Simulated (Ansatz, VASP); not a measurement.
# Y: VASP beside Ansatz

```
CELL_PARAMETERS angstrom
3.17719 0.00000 0.00000
0.00000 3.17719 0.00000
0.00000 0.00000 3.17719
ATOMIC_POSITIONS crystal
Y 0.00000 0.00000 0.00000
```

Change from the starting cell: volume scaled by 0.92, PAW files.

Alike in both runs: task single point; functional PBE; k mesh 12 × 12 × 12; occupations fermi-dirac, width 0.08 eV; no spin polarisation.

|  | VASP | Ansatz |
| --- | --- | --- |
| version | VASP 6.6.1 | Ansatz 0.2.0 |
| potentials or method | VASP PAW PBE potentials, release 64 (Y_sv) | PAW with Ansatz's default frozen-core files, scalar-relativistic |
| plane-wave cutoff (eV) | 520 | 420 |
| valence electrons in the cell | 11 | 11 |

VASP gave:

* pressure (GPa): 2.3

Question: Which values does Ansatz return?

Answer: Pressure (GPa): 2.4.
